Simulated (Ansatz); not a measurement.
Crystal: ZrH.

```
Zr H
1.0
    -1.64391    1.64391    2.50440
     1.64391   -1.64391    2.50440
     1.64391    1.64391   -2.50440
Zr H
1 1
Direct
  0.00000 0.00000 0.00000
  0.75000 0.25000 0.50000
```

The cell comes from a database or a generator and needn't be the stable form of this composition.

| Quantity | Value |
| --- | --- |
| Program | Ansatz 0.2.0 |
| Task | relaxation of cell and atoms |
| Functional | PBEsol |
| Dispersion | D3(BJ) |
| Potentials or basis | Ansatz PAW |
| Cutoff | 420 eV (not typed: the program's choice for these potentials) |
| k mesh | 11 × 11 × 11 |
| Occupations | fermi-dirac, width 0.05 eV |
| Spin | no spin polarisation |

At the start: volume 13.54 Å³/atom.

Question: How do energy, volume and symmetry change on relaxing?

Answer: It ends after 5 steps and the volume is 12.58 Å³/atom (-7.1 %); space group I-4m2 (No. 119, to 0.05 Å).

Step by step:
```tsv
step	energy change (eV)	largest force (eV/Å)	volume (Å³)
1	0.0000	0.0000	27.07
2	-0.0492	0.0000	25.42
3	-0.0506	0.0000	25.16
4	-0.0508	0.0000	25.15
5	-0.0500	0.0000	25.15
```

Final structure:
```
Zr H
1.0
    -1.58846    1.58846    2.49218
     1.58846   -1.58846    2.49218
     1.58846    1.58846   -2.49218
Zr H
1 1
Direct
  0.00000 0.00000 0.00000
  0.75000 0.25000 0.50000
```

Caveat: the plane-wave basis is chosen anew once the cell has moved, so the energies of steps on either side of that aren't comparable; pairwise dispersion overbinds metals, which lowers pressure and volume; the PAW data sets come from PBE, with cores solved anew for the run's functional, which leaves a small shift of forces and pressure.
